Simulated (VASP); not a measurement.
Wanted: the native input for a VASP 6.6.1 run.

```yaml
Task: single point
Functional: PBEsol
Potentials_or_basis: VASP PAW PBE potentials, release 64 (Mg, S)
Cutoff: 520 eV
k_mesh: 12 × 12 × 12
Occupations: gaussian, width 0.02 eV
Spin: no spin polarisation
Further_INCAR_settings: ALGO = Normal; EDIFF = 1e-07; NBANDS = 11
```

The structure of MgS lies in POSCAR:

```
MgS
1.0
    0.0000000000      2.5891100000      2.5891100000
    2.5891100000      0.0000000000      2.5891100000
    2.5891100000      2.5891100000      0.0000000000
Mg S
1 1
Direct
    0.0000000000      0.0000000000      0.0000000000
    0.5000000000      0.5000000000      0.5000000000
```

The cell is a database's computed one.

The input as run:

INCAR

```
SYSTEM = MgS
ALGO = Normal
EDIFF = 1E-7
ENCUT = 520
GGA = PS
ISIF = 2
ISMEAR = 0
LASPH = .True.
LCHARG = .True.
LELF = .True.
LREAL = .False.
LVHAR = .True.
LWAVE = .False.
NBANDS = 11
NELM = 80
PREC = Accurate
SIGMA = 0.02
```

KPOINTS

```
k-points
0
Gamma
  12 12 12
  0 0 0
```

Potentials or basis: VASP PAW PBE potentials, release 64 (Mg, S).

Command:

```bash
$ cat potpaw_PBE.64/Mg/POTCAR potpaw_PBE.64/S/POTCAR > POTCAR
$ mpirun -np 1 vasp_std > vasp.out
```

Results of the run:

* Pressure: 0.0 GPa
* Band gap on the k mesh: 2.73 eV, indirect (least direct gap 3.71 eV)

Caveat: the PAW data sets were made with another functional, which shifts forces and pressure a little.

It took 12 s on 1 thread of Intel(R) Xeon(R) 6975P-C (Granite Rapids), with other jobs on the host, peak memory 0.17 GiB.
